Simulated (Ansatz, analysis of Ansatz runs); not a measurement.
# A hop of O in TiO2 (Pbcn), charge +2

How high is the barrier when O changes place in TiO2 (Pbcn)? The case: V_O hop (2.6 Å), charge +2, in a cell of 96 host atoms with 1 O taken out.

Main program and level: Ansatz 0.2.0; plane-wave PAW DFT, PBEsol; nudged elastic band between two relaxed defect structures at fixed charge in a uniform background.

Report form: the programs' logs are mostly left out.

### Step 1. The starting structure

The cell holds 95 atoms: 32 Ti and 63 O. Its edges and angles: a = 9.076 Å, b = 10.990 Å, c = 9.758 Å, α = 90.0°, β = 90.0°, γ = 90.0°. It derives from TiO2 (space group Pbcn). Nearest the centre at fractional (0.500, 0.559, 0.625): O93 at 1.32 Å, Ti61 at 1.61 Å, O19 at 2.32 Å, O53 at 2.32 Å, Ti87 at 2.46 Å, Ti75 at 2.46 Å, O45 at 2.50 Å, O83 at 2.50 Å. The cell carries charge +2.

The cell's shortest repeat is 9.1 Å.

### Step 2. Relaxation of the start point, charge +2

The ends come first: from an unrelaxed start the top is counted from too high an energy, and the barrier comes out too low. Small random displacements break the symmetry of the ideal sites, so that the defect can distort if it gains by it. The charge of +2 is set by the electron count, and a uniform background keeps the cell neutral.

qp2.start/input.yaml

```yaml
crystal:
  lattice:
    - [9.07556403, 0.0, 0.0]
    - [0.0, 10.98982655, 0.0]
    - [0.0, 0.0, 9.75788854]
  atoms:
    - { symbol: Ti, position: [0.25, 0.33756261, 0.375] }
    - { symbol: Ti, position: [0.0, 0.41243739, 0.125] }
[... 3 atom lines left out ...]
    - { symbol: O, position: [0.11421686, 0.44089157, 0.45939706] }
    - { symbol: O, position: [0.38578314, 0.44089157, 0.29060294] }
[... 5 atom lines left out ...]
    - { symbol: Ti, position: [0.25, 0.33756261, 0.875] }
    - { symbol: Ti, position: [0.0, 0.41243739, 0.625] }
[... 2 atom lines left out ...]
    - { symbol: O, position: [0.36421686, 0.30910843, 0.54060295] }
[... 1 atom line left out ...]
    - { symbol: O, position: [0.38578314, 0.44089157, 0.79060294] }
    - { symbol: O, position: [0.13578314, 0.30910843, 0.70939706] }
    - { symbol: O, position: [0.36421686, 0.19089157, 0.79060294] }
[... 3 atom lines left out ...]
    - { symbol: Ti, position: [0.25, 0.83756261, 0.375] }
[... 7 atom lines left out ...]
    - { symbol: O, position: [0.36421686, 0.69089157, 0.29060294] }
[... 1 atom line left out ...]
    - { symbol: O, position: [0.38578314, 0.55910843, 0.04060294] }
    - { symbol: O, position: [0.13578314, 0.69089157, 0.45939706] }
    - { symbol: Ti, position: [0.25, 0.83756261, 0.875] }
[... 1 atom line left out ...]
    - { symbol: Ti, position: [0.25, 0.66243739, 0.625] }
[... 1 atom line left out ...]
    - { symbol: O, position: [0.36421686, 0.80910843, 0.54060295] }
[... 1 atom line left out ...]
    - { symbol: O, position: [0.38578314, 0.94089157, 0.79060294] }
    - { symbol: O, position: [0.13578314, 0.80910843, 0.70939706] }
    - { symbol: O, position: [0.36421686, 0.69089157, 0.79060294] }
    - { symbol: O, position: [0.11421686, 0.55910843, 0.70939706] }
    - { symbol: O, position: [0.13578314, 0.69089157, 0.95939706] }
    - { symbol: Ti, position: [0.75, 0.33756261, 0.375] }
[... 4 atom lines left out ...]
    - { symbol: O, position: [0.61421686, 0.44089157, 0.45939706] }
[... 5 atom lines left out ...]
    - { symbol: O, position: [0.63578314, 0.19089157, 0.45939706] }
    - { symbol: Ti, position: [0.75, 0.33756261, 0.875] }
    - { symbol: Ti, position: [0.5, 0.41243739, 0.625] }
[... 2 atom lines left out ...]
    - { symbol: O, position: [0.86421686, 0.30910843, 0.54060295] }
    - { symbol: O, position: [0.61421686, 0.44089157, 0.95939706] }
    - { symbol: O, position: [0.88578314, 0.44089157, 0.79060294] }
    - { symbol: O, position: [0.63578314, 0.30910843, 0.70939706] }
[... 4 atom lines left out ...]
    - { symbol: Ti, position: [0.75, 0.83756261, 0.375] }
[... 2 atom lines left out ...]
    - { symbol: Ti, position: [0.5, 0.58756261, 0.375] }
[... 1 atom line left out ...]
    - { symbol: O, position: [0.61421686, 0.94089157, 0.45939706] }
[... 3 atom lines left out ...]
    - { symbol: O, position: [0.61421686, 0.55910843, 0.20939706] }
[... 1 atom line left out ...]
    - { symbol: O, position: [0.63578314, 0.69089157, 0.45939706] }
    - { symbol: Ti, position: [0.75, 0.83756261, 0.875] }
    - { symbol: Ti, position: [0.5, 0.91243739, 0.625] }
    - { symbol: Ti, position: [0.75, 0.66243739, 0.625] }
    - { symbol: Ti, position: [0.5, 0.58756261, 0.875] }
    - { symbol: O, position: [0.86421686, 0.80910843, 0.54060295] }
[... 2 atom lines left out ...]
    - { symbol: O, position: [0.63578314, 0.80910843, 0.70939706] }
    - { symbol: O, position: [0.86421686, 0.69089157, 0.79060294] }
    - { symbol: O, position: [0.61421686, 0.55910843, 0.70939706] }
    - { symbol: O, position: [0.88578314, 0.55910843, 0.54060295] }
    - { symbol: O, position: [0.63578314, 0.69089157, 0.95939706] }
total_charge: 2
basis:
  ecutwfc: 420
  xc_grid: 2
hamiltonian:
  xc: pbesol
kpoints:
  mp_grid: { grid: [1, 1, 1], shift: [0.25, 0.25, 0.25] }
scf:
  occupations: { method: fixed }
  max_iter: 150
output:
  forces: true
relax:
  f_tol: 0.02
  max_steps: 70
  random_displacement: { amplitude: 0.03, seed: 1662 }
```

Launch:

```
$ ansatz run input.yaml --threads 32 --pin off --max-ram 84787MiB --backend cuda --events-out ev --progress --plain --runs-dir out --max-vram 78GiB
```

Elapsed: 5.2 s, on 1 × NVIDIA GB200 with 32 threads of Arm Neoverse V2, shared host; peak memory 1.4 GiB; 18 s of CPU time.

The steps of the relaxation:

| step | energy less that of the first step (eV) | largest force component (eV/Å) |
| --- | --- | --- |
| 1 | 0.0000 | 4.0030 |
| 2 | -2.4168 | 1.9209 |
| 3 | -3.2010 | 0.5769 |
| 4 | -3.3410 | 0.3032 |
| 5 | -3.3518 | 0.0939 |
| 6 | -3.3535 | 0.0170 |
| 7 | -3.3535 | 0.0170 |

The atoms that moved most (Å, from the sites as typed, ahead of the random displacement, the mean shift of all atoms taken out):

| atom | dx | dy | dz | length |
| --- | --- | --- | --- | --- |
| Ti39 | -0.255 | 0.315 | 0.157 | 0.435 |
| Ti75 | 0.174 | -0.022 | -0.255 | 0.310 |
| Ti61 | 0.111 | -0.135 | 0.095 | 0.199 |
| Ti74 | 0.113 | 0.091 | -0.094 | 0.173 |
| Ti38 | -0.100 | 0.106 | -0.061 | 0.158 |
| O93 | -0.117 | -0.018 | -0.104 | 0.158 |
| Ti37 | 0.054 | 0.041 | 0.129 | 0.146 |
| O44 | -0.088 | 0.060 | 0.080 | 0.133 |

Neighbours of O93 at the end:

```
atom  distance (Å)
Ti86         1.897
Ti87         1.977
Ti61         2.008
 O19         2.491
 O53         2.624
 O91         2.762
 O45         2.785
 O83         2.787
 O65         2.822
 O67         2.842
```

This step gave:

```yaml
free_energy: -114654.1593 eV
r_m_s_move_of_the_farther_half_of_the_atoms: 0.04448 Å
largest_move_from_the_ideal_geometry_of_this_structure_a_common_shift_of_the_far_atoms_taken_out: 0.4348 Å
```

The relaxation gained 3.353 eV and ended with a largest force component of 0.017 eV/Å.

### Step 3. Relaxation of the end point, charge +2

The end point is relaxed in the same cell and settings, so that the two energies compare. Atoms more than 3.2 Å from the middle of the hop start where the first relaxation left them, the nearer ones on or close to their ideal places, with small random displacements.

qp2.end/input.yaml

```yaml
crystal:
  lattice:
    - [9.07556403, 0.0, 0.0]
    - [0.0, 10.98982655, 0.0]
    - [0.0, 0.0, 9.75788854]
  atoms:
    - { symbol: Ti, position: [0.25362632, 0.33882175, 0.37548813] }
    - { symbol: Ti, position: [0.00355573, 0.41234057, 0.12830758] }
[... 16 atom lines left out ...]
    - { symbol: O, position: [0.38578314, 0.44089157, 0.79060294] }
[... 19 atom lines left out ...]
    - { symbol: Ti, position: [0.25, 0.66243739, 0.625] }
[... 1 atom line left out ...]
    - { symbol: O, position: [0.36421686, 0.80910843, 0.54060295] }
[... 3 atom lines left out ...]
    - { symbol: O, position: [0.36421686, 0.69089157, 0.79060294] }
[... 7 atom lines left out ...]
    - { symbol: O, position: [0.61421686, 0.44089157, 0.45939706] }
[... 7 atom lines left out ...]
    - { symbol: Ti, position: [0.5, 0.41243739, 0.625] }
[... 13 atom lines left out ...]
    - { symbol: Ti, position: [0.5, 0.58756261, 0.375] }
[... 7 atom lines left out ...]
    - { symbol: O, position: [0.63578314, 0.69089157, 0.45939706] }
[... 2 atom lines left out ...]
    - { symbol: Ti, position: [0.75, 0.66243739, 0.625] }
    - { symbol: Ti, position: [0.5, 0.58756261, 0.875] }
[... 3 atom lines left out ...]
    - { symbol: O, position: [0.63578314, 0.80910843, 0.70939706] }
[... 1 atom line left out ...]
    - { symbol: O, position: [0.385725, 0.559138, 0.540675] }
[... 1 atom line left out ...]
    - { symbol: O, position: [0.63478556, 0.68969141, 0.95591051] }
total_charge: 2
basis:
  ecutwfc: 420
  xc_grid: 2
hamiltonian:
  xc: pbesol
kpoints:
  mp_grid: { grid: [1, 1, 1], shift: [0.25, 0.25, 0.25] }
scf:
  occupations: { method: fixed }
  max_iter: 150
output:
  forces: true
relax:
  f_tol: 0.02
  max_steps: 70
  random_displacement: { amplitude: 0.01, seed: 1662 }
```

Run time: 5.5 s. Hardware: 1 × NVIDIA GB200 with 32 threads; peak memory 1.4 GiB.

Relaxation path:

| step | energy less that of the first step (eV) | largest force component (eV/Å) |
| --- | --- | --- |
| 1 | 0.0000 | 3.4723 |
| 2 | -2.4184 | 1.7647 |
| 3 | -3.2974 | 0.5513 |
| 4 | -3.4230 | 0.1113 |
| 5 | -3.4267 | 0.0362 |
| 6 | -3.4272 | 0.0115 |

The atoms that moved most (Å, from the sites as typed, ahead of the random displacement):

| atom | dx | dy | dz | length |
| --- | --- | --- | --- | --- |
| Ti86 | 0.253 | 0.314 | -0.157 | 0.432 |
| Ti87 | -0.176 | -0.023 | 0.255 | 0.311 |
| Ti38 | 0.205 | -0.001 | 0.124 | 0.240 |
| Ti61 | -0.112 | -0.135 | -0.095 | 0.200 |
| Ti74 | -0.112 | -0.122 | 0.084 | 0.186 |
| Ti27 | -0.110 | 0.121 | 0.084 | 0.184 |
| O93 | 0.117 | -0.019 | 0.106 | 0.159 |
| O44 | 0.107 | -0.074 | -0.079 | 0.152 |

Neighbours of O93 at the end:

```csv
atom,distance (Å)
Ti39,1.898
Ti75,1.978
Ti61,2.007
O53,2.490
O19,2.622
O41,2.761
O83,2.782
O45,2.787
O7,2.826
O17,2.841
```

This step gave:

- free energy: -114654.1553 eV
- r.m.s. move of the farther half of the atoms: 0.04457 Å
- largest move from the ideal geometry of this structure, a common shift of the far atoms taken out: 0.4340 Å

The relaxation gained 3.427 eV and ended with a largest force component of 0.011 eV/Å. The end lies 0.004 eV above the start.

### Step 4. Nudged elastic band, charge +2

5 movable images are laid between the ends on a pair-potential path, which keeps atoms from colliding in the first guess. Each image feels the true force across the path and a spring force along it. The highest image is set to climb to the top of the path.

This step: plane-wave PAW DFT, PBEsol; nudged elastic band between two relaxed defect structures at fixed charge in a uniform background.

qp2.neb/input.yaml

```yaml
crystal:
  lattice:
    - [9.07556403, 0.0, 0.0]
    - [0.0, 10.98982655, 0.0]
    - [0.0, 0.0, 9.75788854]
  atoms:
    - { symbol: Ti, position: [0.2543975, 0.33861026, 0.37587436] }
    - { symbol: Ti, position: [0.0043269, 0.41212909, 0.1286938] }
    - { symbol: Ti, position: [0.25191307, 0.16247283, 0.12374191] }
    - { symbol: Ti, position: [0.00412694, 0.08959187, 0.37155134] }
    - { symbol: O, position: [0.3644352, 0.30665064, 0.03832693] }
    - { symbol: O, position: [0.11760441, 0.4414752, 0.46075348] }
    - { symbol: O, position: [0.3896836, 0.44445843, 0.29127539] }
    - { symbol: O, position: [0.13794599, 0.30844532, 0.2096154] }
    - { symbol: O, position: [0.36559511, 0.19139335, 0.29051215] }
    - { symbol: O, position: [0.11534219, 0.05802093, 0.20940595] }
    - { symbol: O, position: [0.38621904, 0.0580136, 0.0405349] }
    - { symbol: O, position: [0.13705527, 0.19133831, 0.45942824] }
    - { symbol: Ti, position: [0.24745744, 0.33810557, 0.87225489] }
    - { symbol: Ti, position: [6.054e-05, 0.4124091, 0.62344619] }
    - { symbol: Ti, position: [0.24838236, 0.16223471, 0.62647431] }
    - { symbol: Ti, position: [0.0006175, 0.08694173, 0.87735543] }
    - { symbol: O, position: [0.36487915, 0.31401117, 0.54042205] }
    - { symbol: O, position: [0.11452389, 0.44047954, 0.95961056] }
    - { symbol: O, position: [0.38372062, 0.44160279, 0.78368016] }
    - { symbol: O, position: [0.13546383, 0.3082472, 0.70901152] }
    - { symbol: O, position: [0.3659638, 0.19168474, 0.78945267] }
    - { symbol: O, position: [0.11373284, 0.05974482, 0.70989976] }
    - { symbol: O, position: [0.38553372, 0.05778135, 0.54166066] }
    - { symbol: O, position: [0.13640758, 0.19132652, 0.95946482] }
    - { symbol: Ti, position: [0.25166977, 0.83535234, 0.37348592] }
    - { symbol: Ti, position: [0.00065155, 0.91328025, 0.12818779] }
    - { symbol: Ti, position: [0.25020323, 0.65951337, 0.12640528] }
    - { symbol: Ti, position: [-0.00138872, 0.58631026, 0.3753487] }
    - { symbol: O, position: [0.36676088, 0.80746343, 0.0446512] }
    - { symbol: O, position: [0.11507364, 0.93877428, 0.460026] }
    - { symbol: O, position: [0.38604437, 0.94011758, 0.29222119] }
    - { symbol: O, position: [0.13655993, 0.80699462, 0.21059786] }
    - { symbol: O, position: [0.36534816, 0.68792854, 0.29251968] }
    - { symbol: O, position: [0.11449687, 0.5570151, 0.21043283] }
    - { symbol: O, position: [0.38625488, 0.55667574, 0.03867525] }
    - { symbol: O, position: [0.13861214, 0.68644189, 0.46235622] }
    - { symbol: Ti, position: [0.25610967, 0.84108073, 0.88846741] }
    - { symbol: Ti, position: [-0.01086965, 0.92188113, 0.61889941] }
    - { symbol: Ti, position: [0.2220856, 0.6909039, 0.64132503] }
    - { symbol: Ti, position: [0.0007936, 0.58737867, 0.8743477] }
    - { symbol: O, position: [0.36400576, 0.80192968, 0.54301589] }
    - { symbol: O, position: [0.11416252, 0.94255971, 0.96196852] }
    - { symbol: O, position: [0.38516257, 0.94020914, 0.79159905] }
    - { symbol: O, position: [0.12626148, 0.81433286, 0.71779051] }
    - { symbol: O, position: [0.36059087, 0.69179907, 0.79001968] }
    - { symbol: O, position: [0.11282879, 0.55953234, 0.70921057] }
    - { symbol: O, position: [0.13662007, 0.69105125, 0.961314] }
    - { symbol: Ti, position: [0.74754732, 0.33830306, 0.37675264] }
    - { symbol: Ti, position: [0.50059873, 0.40758512, 0.1177182] }
    - { symbol: Ti, position: [0.75023187, 0.16083645, 0.12783167] }
    - { symbol: Ti, position: [0.49851189, 0.08802581, 0.37762596] }
    - { symbol: O, position: [0.86634799, 0.30778959, 0.04403691] }
    - { symbol: O, position: [0.60465679, 0.44552985, 0.4613603] }
    - { symbol: O, position: [0.88583245, 0.44011669, 0.29278419] }
    - { symbol: O, position: [0.63559697, 0.30884915, 0.2107234] }
    - { symbol: O, position: [0.8635259, 0.19227621, 0.29381842] }
    - { symbol: O, position: [0.61437822, 0.05759614, 0.21214745] }
    - { symbol: O, position: [0.88639133, 0.05858245, 0.04276959] }
    - { symbol: O, position: [0.63388032, 0.19268487, 0.46331042] }
    - { symbol: Ti, position: [0.75912748, 0.33601675, 0.88244273] }
    - { symbol: Ti, position: [0.5123951, 0.39995194, 0.63490074] }
    - { symbol: Ti, position: [0.74982113, 0.16033079, 0.62710507] }
    - { symbol: Ti, position: [0.50106504, 0.08816177, 0.87561235] }
    - { symbol: O, position: [0.86218511, 0.30971749, 0.54165512] }
    - { symbol: O, position: [0.6132454, 0.43921936, 0.95552655] }
    - { symbol: O, position: [0.88564738, 0.44011839, 0.79061835] }
    - { symbol: O, position: [0.6393815, 0.30093815, 0.7154496] }
    - { symbol: O, position: [0.86555307, 0.19045378, 0.7917229] }
    - { symbol: O, position: [0.61500784, 0.05664142, 0.71041046] }
    - { symbol: O, position: [0.88608613, 0.0587821, 0.53858038] }
    - { symbol: O, position: [0.6369386, 0.18961168, 0.96270074] }
    - { symbol: Ti, position: [0.74870342, 0.83702015, 0.37507754] }
    - { symbol: Ti, position: [0.50473269, 0.91491301, 0.12818588] }
    - { symbol: Ti, position: [0.76259512, 0.67053758, 0.11560989] }
    - { symbol: Ti, position: [0.51938872, 0.58532889, 0.3490699] }
    - { symbol: O, position: [0.86544446, 0.80936307, 0.03760903] }
    - { symbol: O, position: [0.61371408, 0.93994321, 0.46076842] }
    - { symbol: O, position: [0.88590777, 0.94073545, 0.29080286] }
    - { symbol: O, position: [0.63594596, 0.8075636, 0.20979381] }
    - { symbol: O, position: [0.86584876, 0.69057946, 0.28905016] }
    - { symbol: O, position: [0.62272768, 0.55765943, 0.19925973] }
    - { symbol: O, position: [0.88760139, 0.55800503, 0.04009386] }
    - { symbol: O, position: [0.63463077, 0.68908548, 0.45692662] }
    - { symbol: Ti, position: [0.74667951, 0.83775576, 0.86979903] }
    - { symbol: Ti, position: [0.49763795, 0.91200995, 0.62436244] }
    - { symbol: Ti, position: [0.74773786, 0.66071303, 0.6235303] }
    - { symbol: Ti, position: [0.49679486, 0.58779518, 0.87331169] }
    - { symbol: O, position: [0.86278908, 0.80778178, 0.54074818] }
    - { symbol: O, position: [0.61435505, 0.93974064, 0.9601294] }
    - { symbol: O, position: [0.88333314, 0.94202105, 0.78955689] }
    - { symbol: O, position: [0.63357749, 0.80703746, 0.70774045] }
    - { symbol: O, position: [0.86107215, 0.68837385, 0.7889385] }
    - { symbol: O, position: [0.60147454, 0.55724029, 0.69895052] }
    - { symbol: O, position: [0.88433778, 0.55811553, 0.54004409] }
    - { symbol: O, position: [0.63555673, 0.68947992, 0.95629674] }
total_charge: 2
basis:
  ecutwfc: 420
  xc_grid: 2
hamiltonian:
  xc: pbesol
kpoints:
  mp_grid: { grid: [1, 1, 1], shift: [0.25, 0.25, 0.25] }
scf:
  occupations: { method: fixed }
  max_iter: 150
output:
  forces: true
neb:
  images: 5
  f_tol: 0.04
  climbing: true
  initial_path: idpp
  max_iterations: 45
  order_check: true
  final_atoms:
    - { symbol: Ti, position: [0.242376, 0.33607298, 0.36833747] }
    - { symbol: Ti, position: [-0.00278539, 0.41223721, 0.12202294] }
[... 14 atom lines left out ...]
    - { symbol: O, position: [0.36221593, 0.30109515, 0.53521799] }
[... 1 atom line left out ...]
    - { symbol: O, position: [0.39675784, 0.44545768, 0.78937266] }
[... 19 atom lines left out ...]
    - { symbol: Ti, position: [0.25358487, 0.66073603, 0.62722302] }
[... 1 atom line left out ...]
    - { symbol: O, position: [0.3681357, 0.80697152, 0.54289363] }
[... 3 atom lines left out ...]
    - { symbol: O, position: [0.36670861, 0.6890227, 0.79404238] }
[... 7 atom lines left out ...]
    - { symbol: O, position: [0.61751954, 0.44146789, 0.46669264] }
[... 7 atom lines left out ...]
    - { symbol: Ti, position: [0.48919051, 0.3999556, 0.61585348] }
[... 13 atom lines left out ...]
    - { symbol: Ti, position: [0.50488115, 0.587879, 0.37766921] }
[... 7 atom lines left out ...]
    - { symbol: O, position: [0.64074036, 0.69167895, 0.46108368] }
[... 2 atom lines left out ...]
    - { symbol: Ti, position: [0.77943411, 0.69080283, 0.60945855] }
    - { symbol: Ti, position: [0.48219406, 0.58530654, 0.90173316] }
[... 5 atom lines left out ...]
    - { symbol: O, position: [0.40019456, 0.55722867, 0.55204238] }
[... 1 atom line left out ...]
    - { symbol: O, position: [0.63604772, 0.68785453, 0.95861467] }
```

It took 46 s on 1 × NVIDIA GB200 with 32 threads; peak memory 2.1 GiB; 2.4 min of CPU time.

The path, image by image:

```csv
image,path (Å),energy (eV),"O93: x, y, z (Å)"
0,0.000,0.0000,"5.459, 6.124, 6.820"
1,0.474,0.2625,"5.174, 6.241, 6.601"
2,0.949,0.9611,"4.850, 6.268, 6.377"
3,1.423,1.3708,"4.531, 6.266, 6.115"
4,1.894,0.9603,"4.218, 6.270, 5.851"
5,2.366,0.2605,"3.908, 6.240, 5.611"
6,2.837,0.0040,"3.632, 6.124, 5.387"
```

Numbers from this step:

```yaml
free_energy: -114652.7885 eV
barrier_forward: 1.371 eV
barrier_backward: 1.367 eV
end_less_start: 0.003957 eV
hop_length: 2.322 Å
```

Track of the atom that was set to move:

```csv
image,x (Å),y (Å),z (Å),nearest neighbour,distance (Å)
0,5.459,6.124,6.82,Ti,1.897
1,5.174,6.241,6.601,Ti,1.945
2,4.85,6.268,6.377,Ti,1.857
3,4.531,6.266,6.115,Ti,1.816
4,4.218,6.27,5.851,Ti,1.858
5,3.908,6.24,5.611,Ti,1.946
6,3.632,6.124,5.387,Ti,1.898
```

The band met its tolerance of 0.04 eV/Å after 10 iterations, with image 3 on top (the start counts as 0). O93, which moves farthest between the ends, has 3 Ti at 1.90 to 2.01 Å nearest at the start and 1 Ti at 1.82 Å at the top.

[end of part 1 of 2]

[Logs are printed without paths, hosts, clocks, repeated set-up lines and the standing remarks that a program may print on its own settings, such as how far it seeks lower states.]

[Hosts, paths, dates, database ids (printed as entryN), source tags and the programs' standing remarks are cut or masked in the printed files.]
